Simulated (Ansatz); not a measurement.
The system is Bi.

```
Bi
1.0
    -1.98143    1.98143    1.98143
     1.98143   -1.98143    1.98143
     1.98143    1.98143   -1.98143
Bi
1
Cartesian
  0.0000 0.0000 0.0000
```

This isn't the form of Bi at room conditions, which is rhombohedral.

Base run:

```yaml
Program: Ansatz 0.2.0
Functional: BLYP
Potentials_or_basis: all-electron LAPW, scalar-relativistic
Cutoff: 160 eV (chosen from the basis error)
Basis_error_allowed: 0.001 eV/atom
k_mesh: 9 × 9 × 9
Occupations: fermi-dirac, width 0.05 eV
Spin: no spin polarisation
```

Its results: pressure 5.0 GPa.

Q: The run is repeated on the same cell with these changes: functional from BLYP to revPBE. What comes out?

A: Pressure 1.9 GPa.
